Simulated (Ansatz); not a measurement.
# Rb: LAPW beside PAW

Does the method matter for Rb? The same cell, functional and mesh are run with all-electron LAPW, frozen-core PAW and datasets made for this crystal. The cell is first relaxed from a guess with PAW; it needn't be the stable phase of this composition.

This is Rb in the hcp structure; at room conditions it is bcc.

Computed with Ansatz 0.2.0 (DFT PBE, scalar-relativistic, unless a step's input says otherwise).

## Step 1: Starting point

Symmetry: P6_3/mmc, No. 194, hexagonal system. Conventional cell: a = 3.623 Å, b = 3.623 Å, c = 5.870 Å, α = 90.00°, β = 90.00°, γ = 120.00°. Around Rb (site symmetry -6m2) lie 12 Rb at 3.60 to 3.62 Å.

As a file:

```
CELL_PARAMETERS angstrom
3.62341 0.00000 0.00000
-1.81171 3.13797 0.00000
0.00000 0.00000 5.86993
ATOMIC_POSITIONS crystal
Rb 0.33333 0.66667 0.25000
Rb 0.66667 0.33333 0.75000
```

Atoms are numbered in the order of the input: Rb1, Rb2.

## Step 2: Cell and atoms relaxed first

input.yaml reads:

```yaml
crystal:
  lattice:
    - [3.6234121306, 0.0, 0.0]
    - [-1.8117060653, 3.1379669535, 0.0]
    - [0.0, 0.0, 5.8699276516]
  atoms:
    - { symbol: Rb, position: [0.3333333333, 0.6666666667, 0.25] }
    - { symbol: Rb, position: [0.6666666667, 0.3333333333, 0.75] }
kpoints:
  mp_grid: { grid: [11, 11, 6] }
scf:
  occupations: { method: fermi_dirac, width: 0.03 }
hamiltonian:
  xc: pbe
  pseudopotentials: { kind: paw }
output:
  forces: true
  stress: true
relax:
  f_tol: 0.005
  max_steps: 80
  cell: {}
```

Launch:

```console
> ansatz run input.yaml --threads 1 --pin off --max-ram 2048MiB --backend cpu --events-out ev --progress --plain --runs-dir out
```

Further steps of the session: All-electron LAPW; Frozen-core PAW; Datasets made for this crystal.

What does the calculation give? Wanted: pressure; gap; Bader charges.

The runs gave:

```
           quantity                                           value
           pressure  LAPW 0.00, PAW 0.00, crystal datasets 0.00 GPa
         gap (LAPW)                                            none
Bader charges (PAW)                                     Rb1 +0.00 e
```

In words: The pressure is within half a GPa of zero, so the volume is close to equilibrium at this level. There is no gap at this level; the crystal is a metal here. Rb 5s carries the largest share, 99 %, of the projected states within 0.3 eV of the Fermi level. The projection holds only the free atom's occupied shells (Rb 5s in this range). The field gradient at Rb1, the largest by crystal datasets, is -0.16 by PAW and -0.15 by crystal datasets (10²¹ V/m²), within 5 %. Spin–orbit coupling is left out, which moves gradients at and beside heavy atoms by some per cent and at worst by a factor of two. In pressure, PAW differs from LAPW by less than 0.01 GPa.
